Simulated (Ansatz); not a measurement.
Sb, diamond type; equations of state without spin from Ansatz PAW hard set, 700 eV.

PBE (k-mesh 14³, smearing 0.061 eV) gives V₀ = 42.675 Å³/atom and B₀ = 31.3 GPa.

Q: What does r²SCAN give (700 eV, k-mesh 9³, smearing 0.1 eV)?

A: V₀ = 41.910 Å³/atom (-1.8 %) and B₀ = 33.7 GPa (+8 %).

This cubic structure is a model: it isn't the usual form of the substance at ambient conditions, and such phases are metastable or hypothetical. Potentials made with PBE were used with another functional (at least in: Ansatz PAW hard set, 700 eV (r²SCAN)).
